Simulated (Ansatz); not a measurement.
# Honeycomb AsN monolayer in a perpendicular field, part 2 of 2

Aim: how the honeycomb AsN monolayer screens a field along its normal, and what the field does to its bands. A positive field points along +c.

Ansatz 0.2.0; plane-wave DFT, PBE-D3(BJ), Ansatz PAW (set soft_1); PAW set soft_1.

So far. Step 2 (Relaxation): The lattice constant a goes from 2.980 to 2.952 Å.

## (3) Single point, field 0

A sawtooth potential applies the field, turning back in the middle of the vacuum. With the dipole correction the typed value is the field outside the slab. The induced dipole is small, so the SCF threshold is tight.

The cell differs from the one that the last finished run ended in (c 32.970 → 18.954 Å).

input.yaml reads:

```yaml
crystal:
  lattice:
    - [2.9515782436, 0.0, 0.0]
    - [-1.4757891218, 2.5561417403, 0.0]
    - [0.0, 0.0, 18.9535515759]
  atoms:
    - { symbol: "N", position: [0.6666666667, 0.3333333333, 0.4748450423] }
    - { symbol: As, position: [0.3333333333, 0.6666666667, 0.5251549577] }
kpoints:
  mp_grid: { grid: [18, 18, 1] }
  band_path:
    path: [[0, 0, 0], [0.5, 0, 0], [0.33333333, 0.33333333, 0], [0, 0, 0]]
    npoints: 16
hamiltonian:
  xc: pbe
  dispersion: d3bj
  pseudopotentials: { kind: paw, azcp: { folder: soft_1 } }
scf:
  occupations: { method: fermi_dirac, width: 0.02585 }
  convergence: { dr2_threshold: 1.0e-10 }
efield:
  axis: 3
  dipole_correction: true
  ramp_position: 0.97
  ramp_width: 0.06
  amplitude: 0
output:
  dos: { projected: true, e_range: [-6, 5] }
  write_potential: true
  write_density: true
  volumetric_format: npy
  elf: true
```

Launch:

```sh
ansatz run input.yaml --threads 2 --pin off --max-ram 3072MiB --backend cpu --events-out ev --progress --plain --runs-dir out
```

Numbers of over 12 decimals in the logs are rounded to 6 here.

Output:

```text
[...]
Crystal: 2 atoms, lattice volume = 142.998 Å³
Basis set: ecut = 420 eV, 2715 PW (Γ)
Bands: 14, of which v1, the nominal top of the filled ones, is band 10 counted from 1 (9 counted from 0)
Symmetry: 6 space group operations
[...]
k-points: 37 of 324 (time reversal used)
[...]
SCF iter   1: F=—  HF=-5240.779550 eV  |F-HF|=—  |Δ(HF+E_count)|=         —  Δρ=6.09e-2  dr2=8.30e0  ethr=3.10e-3  p=-0.000 e·Å  D=-2.13e-7 V/Å  ΔV_dip=0.00 eV  dr2_dipole=4.46e-1  V_vac-E_F(+/−)=6.52/6.52 eV  ⟨swp⟩=7.2  Hψ=3375  notcnv=0
efield: sawtooth ramp at fractional position 0.9700 (set: `efield.ramp_position`, or a place that a band, a saddle search or an elastic batch's reference lends), width 0.0600; the density the first Hamiltonian is built on has a dipole p = -0.000 e·Å; the dipole correction subtracts the counter field D = -2.13e-7 V/Å, which shifts the + side's vacuum level by +0.00 eV against the − side's; the planar-averaged density in the ramp window peaks in size at 1.6e-6 e/Å³
[...]
SCF iter   2: F=—  HF=-5244.886870 eV  |F-HF|=—  |Δ(HF+E_count)|=    4.11e0  Δρ=1.01e-1  dr2=4.85e1  ethr=3.10e-3  p=0.420 e·Å  D=5.31e-1 V/Å  ΔV_dip=-10.06 eV  dr2_dipole=8.33e0  V_vac-E_F(+/−)=-0.15/9.92 eV  ⟨swp⟩=6.4  Hψ=1983  notcnv=0  defer=1  recentre
[...]
SCF iter  13: F=-5239.160050 eV  HF=-5239.160050 eV  |F-HF|=2.55e-11  |Δ(HF+E_count)|=  2.90e-10  Δρ=1.50e-7  dr2=2.21e-11  ethr=1.00e-12  p=0.078 e·Å  D=9.86e-2 V/Å  ΔV_dip=-1.87 eV  dr2_dipole=1.71e-13  V_vac-E_F(+/−)=4.70/6.57 eV  ⟨swp⟩=2.9  Hψ=2352  notcnv=0
SCF 1 converged in 13 iterations: F = -5239.160050 eV  dr2 = 2.21e-11
[...]
NSCF: frozen V_eff on 49 k-points
efield: sawtooth ramp at fractional position 0.9700 (kept from the solve that this one continues, or follows in the run), width 0.0600; the density the first Hamiltonian is built on has a dipole p = 0.078 e·Å; the dipole correction subtracts the counter field D = 9.86e-2 V/Å, which shifts the + side's vacuum level by -1.87 eV against the − side's; the planar-averaged density in the ramp window peaks in size at 2.0e-6 e/Å³
[...]
SCF converged after 13 iterations
Free energy (F): -5239.160050 eV
[...]
Internal energy: -5239.160050 eV  (E = F + TS)
E sigma→0 (E₀):  -5239.160050 eV
Fermi energy:    -2.616782 eV
Dipole field:    D = 0.098588 V/Å  (p = 0.077910 e·Å, saw-weighted, corrected)
Work function:   Φ+ = 4.7021 eV   Φ− = 6.5707 eV
Levels:          The Fermi level and band energies are counted from a zero that moves with the ramp; work functions are not
[...]
--- Band table (eV; the first three rows and the last of 37) ---
  k-point 0: bands = [... 6 lower, -11.3317, -5.1234, -5.1234, -4.0538, -0.9157, 1.8100, 2.9038, 2.9038]
  k-point 1: bands = [... 6 lower, -11.3015, -5.4920, -5.1976, -3.9937, -0.6587, 1.8870, 2.6483, 2.9670]
  k-point 2: bands = [... 6 lower, -11.2249, -6.3184, -5.4019, -3.8880, -0.1268, 1.9577, 2.2409, 3.1278]
  k-point 36: bands = [... 6 lower, -13.8869, -10.1917, -6.0053, -4.9314, -0.8999, 1.6667, 4.1825, 7.8601]
```

It took 7.4 s on 2 threads of Arm Neoverse V2, shared host; peak memory 0.43 GiB; 15 s of CPU time.

Numbers from this step:

* dipole along the normal: 0.07791 e·Å
* gap along the path: 2.025 eV
* smallest direct gap along the path: 2.628 eV
* step between the vacuum levels: -1.869 eV
* ionisation energy, upper face: 5.736 eV
* electron affinity, upper face: 3.711 eV
* ionisation energy, lower face: 7.605 eV
* gap, the smaller of path and mesh: 2.025 eV

Running mean over a fixed 2.5 Å (it still follows the layers) of the planar mean; the ramp of the sawtooth is left out. The electron's electrostatic potential energy less the Fermi level by z:

z (Å), electron's electrostatic potential energy less the Fermi level (eV) and a bar from the least value:
```
     2.81       6.57 ##############################
     3.11       6.57 ##############################
     3.55       6.57 ##############################
     3.85       6.57 ##############################
     4.29       6.57 ##############################
     4.59       6.57 ##############################
     5.03       6.57 ##############################
     5.33       6.57 ##############################
     5.63       6.57 ##############################
     6.07       6.56 ##############################
     6.37       6.54 ##############################
     6.81       6.42 ##############################
     7.11       6.16 #############################
     7.55       4.69 ##########################
     7.85       2.86 #####################
     8.14       0.66 ################
     8.59      -1.99 ##########
     8.88      -3.39 #######
     9.33      -5.47 ##
     9.62      -6.33 
    10.07      -5.69 #
    10.37      -4.19 #####
    10.81      -1.36 ############
    11.11       0.05 ###############
    11.40       1.24 ##################
    11.85       3.10 ######################
    12.14       4.00 ########################
    12.59       4.50 #########################
    12.88       4.61 #########################
    13.33       4.68 ##########################
    13.62       4.69 ##########################
    13.92       4.70 ##########################
    14.36       4.70 ##########################
    14.66       4.70 ##########################
    15.10       4.70 ##########################
    15.40       4.70 ##########################
    15.84       4.70 ##########################
    16.14       4.70 ##########################
```

The density of states has structure finer than the step of the table below, so its rows give means over 0.2 eV, whole bins alone (the curve runs from -6 to 2.99 eV). Peaks (eV: height): -5.53: 3.23, -4.32: 3.89, -2.20: 3.19, -1.07: 7.46, 1.80: 2.46.

Table of density of states by energy, zero at the Fermi level of the run, which the smearing sets inside the gap; means over each step:

```
energy (eV)  density of states (states/eV a cell)
       -5.8                                 0.734
       -5.6                                  2.66
       -5.4                                  1.20
       -5.2                                 0.778
       -5.0                                  1.09
       -4.8                                  1.04
       -4.6                                  1.09
       -4.4                                  2.12
       -4.2                                  1.70
       -4.0                                  1.22
       -3.8                                 0.964
       -3.6                                 0.828
       -3.4                                 0.541
       -3.2                                 0.425
       -3.0                                 0.410
       -2.8                                 0.385
       -2.6                                 0.290
       -2.4                               0.00764
       -2.2                                  1.69
       -2.0                                  1.17
       -1.8                                 0.902
       -1.6                                 0.859
       -1.4                                  1.25
       -1.2                                  2.48
       -1.0                                  1.90
       -0.8                                     0
       -0.6                                     0
       -0.4                                     0
       -0.2                                     0
        0.0                                     0
        0.2                                     0
        0.4                                     0
        0.6                                     0
        0.8                                     0
        1.0                                 0.297
        1.2                                 0.771
        1.4                                 0.729
        1.6                                 0.831
        1.8                                  1.85
        2.0                                  1.34
        2.2                                 0.999
        2.4                                 0.853
        2.6                                 0.837
        2.8                                 0.901
```

Projected DOS per atom over height of the atomic layer and energy from the Fermi level. Layers: N As from below.

Values in states/eV, 22 rows by 2 columns, each cell a mean:
```
0.28 0.48
0.34 0.50
0.67 0.74
0.39 0.42
0.29 0.29
0.00 0.00
0.00 0.00
0.00 0.00
0.00 0.00
0.49 0.20
1.31 0.62
0.46 0.41
0.55 0.72
0.15 0.02
0.32 0.07
0.41 0.12
0.67 0.26
1.17 0.58
0.78 0.45
0.57 0.40
0.81 0.68
0.57 0.51
```
Columns: height of the atomic layer (Å) from 9 to 9.95; rows upwards: energy from the Fermi level (eV) from -5.96 to 2.95.

Electronic bands along the path, in eV, zero at the Fermi level of the run, which the smearing sets inside the gap:

```csv
point,band 8,band 9,band 10,band 11,band 12,band 13,band 14
Γ,-2.51,-2.51,-1.44,1.70,4.43,5.52,5.52
halfway,-5.65,-3.56,-1.06,2.13,4.44,5.99,6.15
M,-4.69,-4.37,-2.28,0.99,4.72,6.18,8.30
halfway,-6.33,-3.95,-2.20,1.78,4.87,5.70,8.90
K,-7.57,-3.39,-2.31,1.72,4.28,6.80,10.48
halfway,-5.53,-4.63,-1.04,2.87,4.64,5.09,6.47
Γ,-2.51,-2.51,-1.44,1.70,4.43,5.52,5.52
```

The electronic bands as a text plot (rows in eV, shown from -7.6 to 5.5 only):

```
    5.2 |+++   ++                ++              +++++++++   ++++
    4.7 | +++++    ++++++++++++++  +++          ++++++    ++++++
    4.2 |+     ++++                   ++++++++++      ++++++    +
    3.6 |
    3.1 |                                           ++++++++
    2.5 |   +++++++                             ++++        +
    2.0 | ++       ++              +++++++++++++             +++
    1.4 |+           ++++      ++++                             +
    0.9 |                ++++++
    0.3 |
   -0.2 |
   -0.8 |
   -1.3 |****************                       *****************
   -1.8 |                ***                ****
   -2.4 |***                ****************                 ****
   -2.9 |  ******                                         ******
   -3.5 |   *    ****                ********          ***  *
   -4.0 |    **      *****     ******        **       *   **
   -4.6 |      *          *****                **   **   *
   -5.1 |       ***     ****   **                ***   **
   -5.7 |          *****         *               ******
   -6.2 |                         **            *
   -6.8 |                           *        ***
   -7.3 |                            ********
         Γ                   M           K                      Γ
```

Electrostatic potential energy in the ca plane at fractional y = 0.333, with atoms of N within 0.2 Å of it. With pseudopotentials it is smooth inside the atoms' cores, unlike the true potential.

Ten even steps from '0' (-20 eV) to '9' (4 eV), each cell a mean:
```
99999999999999999998424568899999999999999999
99999999999999999995002678899999999999999999
99999999999999999993001678899999999999999999
99999999999999999996002678899999999999999999
99999999999999999998534467899999999999999999
99999999999999999999752037899999999999999999
99999999999999999999850027899999999999999999
99999999999999999999762147899999999999999999
```
Columns run along c (19.0 Å; values clipped at the 3rd and 97th percentile), rows up along a (3.0 Å). Atoms in or near the plane, at fractional coordinates: N at (0.47, 0.67).

ELF in the ca plane at fractional y = 0.333, with atoms of N within 0.2 Å of it. It is the smooth field of the valence electrons, not physical close to the nuclei.

Ten even steps from '0' (0.00) to '9' (0.91), each cell a mean:
```
00000000000000000368886433200000000000000000
00000000000000002589757410000000000000000000
00000000000000002699627410000000000000000000
00000000000000001589867421000000000000000000
00000000000000000257876444210000000000000000
00000000000000000012344567631000000000000000
00000000000000000000124578731000000000000000
00000000000000000012455567520000000000000000
```
Columns run along c (19.0 Å), rows up along a (3.0 Å). Atoms in or near the plane, at fractional coordinates: N at (0.47, 0.67).

Valence density in the ca plane at fractional y = 0.333, with atoms of N within 0.2 Å of it. It is the smooth field of the valence electrons, not physical close to the nuclei.

Ten steps, logarithmic in the rise over the least value, from '0' (0.0 e/Å³) to '9' (3.4 e/Å³), each cell a mean:
```
00000000000000000025776543100000000000000000
00000000000000000137997532100000000000000000
00000000000000000137998532100000000000000000
00000000000000000136997532100000000000000000
00000000000000000024676543100000000000000000
00000000000000000012455553210000000000000000
00000000000000000001345654210000000000000000
00000000000000000012455553210000000000000000
```
Columns run along c (19.0 Å), rows up along a (3.0 Å). Atoms in or near the plane, at fractional coordinates: N at (0.47, 0.67).

The gap is 2.03 eV, with the valence edge 5.74 eV and the conduction edge 3.71 eV under the upper vacuum level.

## (4) Single point, field 0.1 V/Å

Changes to input.yaml since step 3:

```diff
@@ -23,7 +23,6 @@
   dipole_correction: true
-  ramp_position: 0.97
-  ramp_width: 0.06
-  amplitude: 0
+  ramp_position: 0.9414
+  ramp_width: 0.1425
+  amplitude: 0.1
 output:
-  dos: { projected: true, e_range: [-6, 5] }
   write_potential: true
@@ -31,2 +30 @@
   volumetric_format: npy
-  elf: true
```

Output:

```text
[...]
Crystal: 2 atoms, lattice volume = 142.998 Å³
Basis set: ecut = 420 eV, 2715 PW (Γ)
Bands: 14, of which v1, the nominal top of the filled ones, is band 10 counted from 1 (9 counted from 0)
Symmetry: 6 space group operations
[...]
k-points: 37 of 324 (time reversal used)
[...]
--- Band table (eV; the first three rows and the last of 37) ---
  k-point 0: bands = [... 6 lower, -11.2987, -5.0949, -5.0949, -4.0260, -0.8686, 2.0849, 2.9358, 2.9358]
  k-point 1: bands = [... 6 lower, -11.2686, -5.4639, -5.1691, -3.9648, -0.6107, 2.1602, 2.6800, 2.9991]
  k-point 2: bands = [... 6 lower, -11.1920, -6.2905, -5.3733, -3.8581, -0.0765, 2.0505, 2.4547, 3.1602]
  k-point 36: bands = [... 6 lower, -13.8568, -10.1624, -5.9816, -4.8951, -0.8646, 1.7071, 4.2196, 7.9734]
[key lines of the parts left out:]
SCF converged after 13 iterations
Free energy (F): -5239.168492 eV
Fermi energy:    -2.585809 eV
Dipole field:    D = 0.115050 V/Å  (p = 0.090919 e·Å, saw-weighted, corrected)
```

Run time: 7.2 s. Hardware: 2 threads; peak memory 0.4 GiB; 14 s of CPU time.

The dipole is 0.0909 e·Å, 0.0130 e·Å from its value without field, and the gap 2.026 eV.

## (5) Atoms held, field -0.1 V/Å

Changes to input.yaml since step 4:

```diff
@@ -25,3 +25,3 @@
   ramp_width: 0.1425
-  amplitude: 0.1
+  amplitude: -0.1
 output:
```

Output:

```text
[...]
Crystal: 2 atoms, lattice volume = 142.998 Å³
Basis set: ecut = 420 eV, 2715 PW (Γ)
Bands: 14, of which v1, the nominal top of the filled ones, is band 10 counted from 1 (9 counted from 0)
Symmetry: 6 space group operations
[...]
k-points: 37 of 324 (time reversal used)
[...]
--- Band table (eV; the first three rows and the last of 37) ---
  k-point 0: bands = [... 6 lower, -11.3185, -5.1058, -5.1058, -4.0357, -0.9178, 1.5540, 2.6799, 2.9180]
  k-point 1: bands = [... 6 lower, -11.2883, -5.4740, -5.1801, -3.9766, -0.6620, 1.6320, 2.6563, 2.7621]
  k-point 2: bands = [... 6 lower, -11.2116, -6.3002, -5.3843, -3.8719, -0.1331, 1.8049, 2.1479, 2.9847]
  k-point 36: bands = [... 6 lower, -13.8709, -10.1748, -5.9828, -4.9214, -0.8890, 1.6723, 4.1914, 7.7869]
[key lines of the parts left out:]
SCF converged after 13 iterations
Free energy (F): -5239.152912 eV
Fermi energy:    -2.601600 eV
Dipole field:    D = 0.082060 V/Å  (p = 0.064848 e·Å, saw-weighted, corrected)
```

The job ended after 7.4 s (2 threads; peak memory 0.4 GiB; 14 s of CPU time).

The dipole is 0.0648 e·Å, -0.0131 e·Å from its value without field, and the gap 2.024 eV.

## (6) Response, atoms held

This step: plane-wave DFT, PBE-D3(BJ), Ansatz PAW (set soft_1); response to a field along the normal, atoms held; PAW set soft_1 (Ansatz 0.2.0).

The dipoles give the slope, and the difference of two potentials shows where the field is screened.

This step gave:

* equivalent conductor thickness p/(ε₀AE): 3.126 Å
* distance between the outer atoms: 0.9536 Å

Table of dipole of the cell by applied field:

```
applied field (V/Å)  dipole of the cell (e·Å)
            -0.1000                    0.0648
             0.0000                    0.0779
             0.1000                    0.0909
```

Local field over the applied field, running mean. From the potentials at -0.1 and 0.1 V/Å; running mean over 2.5 Å. Table of local field over applied field by z:

| z (Å) | local field over applied field |
| --- | --- |
| 4.5 | 1.000 |
| 5.0 | 0.999 |
| 5.5 | 0.996 |
| 6.0 | 0.986 |
| 6.5 | 0.959 |
| 7.0 | 0.891 |
| 7.5 | 0.762 |
| 8.0 | 0.597 |
| 8.5 | 0.414 |
| 9.0 | 0.253 |
| 9.5 | 0.146 |
| 10.0 | 0.135 |
| 10.5 | 0.221 |
| 11.0 | 0.375 |
| 11.5 | 0.547 |
| 12.0 | 0.717 |
| 12.5 | 0.855 |
| 13.0 | 0.936 |
| 13.5 | 0.974 |
| 14.0 | 0.990 |
| 14.5 | 0.996 |

Electrons, planar mean, per unit field. Table of induced electron density by z:

z (Å), induced electron density (e/Å³ per V/Å) and a bar from the least value:
```
     4.15    0.00000 ###############
     4.44    0.00000 ###############
     4.74    0.00000 ###############
     5.03    0.00001 ###############
     5.33    0.00001 ###############
     5.63    0.00002 ###############
     5.92    0.00005 ###############
     6.22    0.00010 ###############
     6.52    0.00019 ###############
     6.81    0.00036 ################
     6.96    0.00049 #################
     7.26    0.00090 ##################
     7.55    0.00159 #####################
     7.85    0.00261 ##########################
     8.14    0.00363 ##############################
     8.44    0.00362 ##############################
     8.74    0.00189 #######################
     9.03    0.00132 ####################
     9.33    0.00166 ######################
     9.62   -0.00006 ##############
     9.92   -0.00082 ###########
    10.22   -0.00060 ############
    10.51   -0.00062 ############
    10.81   -0.00236 #####
    11.11   -0.00346 
    11.40   -0.00333 #
    11.70   -0.00257 ####
    11.99   -0.00174 #######
    12.14   -0.00139 #########
    12.44   -0.00086 ###########
    12.73   -0.00052 ############
    13.03   -0.00030 #############
    13.33   -0.00017 ##############
    13.62   -0.00010 ##############
    13.92   -0.00005 ##############
    14.22   -0.00003 ###############
    14.51   -0.00002 ###############
    14.81   -0.00001 ###############
```

The smaller of the gaps on the path and on the k-mesh, counted as 0 under 0.03 eV. The gap stays at 2.03 eV for applied field from -0.1 to 0.1 V/Å.

By hand: between -0.1 and 0.1 V/Å the dipole changes by 0.02607 e·Å, a slope of 0.1304 e·Å²/V. A perfect conductor of thickness t has p = ε₀AEt, so t = 180.95 × 0.1304 / 7.545 = 3.13 Å (e/ε₀ = 180.95 V·Å, A in Å²).

The induced dipole is that of a conductor 3.13 Å thick.

## (7) Results

| Quantity | Value |
| --- | --- |
| gap without field | 2.03 eV |
| ionisation energy, upper face | 5.74 eV |
| electron affinity, upper face | 3.71 eV |
| step between the vacuum levels | -1.87 eV |
| equivalent conductor thickness, atoms held | 3.13 Å |

**Reading.** The induced dipole equals that of a perfect conductor 3.13 Å thick, while the outer atoms lie 0.95 Å apart; an out-of-plane ε follows only once a thickness t is chosen, by 1 − 1/ε = 3.13 Å / t. The two faces differ: the vacuum level above lies 1.87 eV lower than the one below. The gap stays within 0.01 eV of 2.03 eV over the fields run, up to 0.1 V/Å in size. Semilocal functionals give gaps that are too small, and excitons are not included. Spin-orbit coupling is left out.

[Logs are printed without paths, hosts, clocks, repeated set-up lines and the standing remarks that a program may print on its own settings, such as how far it seeks lower states.]

[Hosts, paths, dates, database ids (printed as entryN), source tags and the programs' standing remarks are cut or masked in the printed files.]

[Maps of the electrostatic potential energy from Ansatz leave out the sawtooth potential of an applied field or a dipole correction, so their vacuum need not be flat; planar profiles and work functions include it.]

[The density of states shown here was stored with 400 of the rows of the run's finer table, so its peaks can read low, often by over a quarter, or be missed, and its means over a window can be off by a tenth or more.]
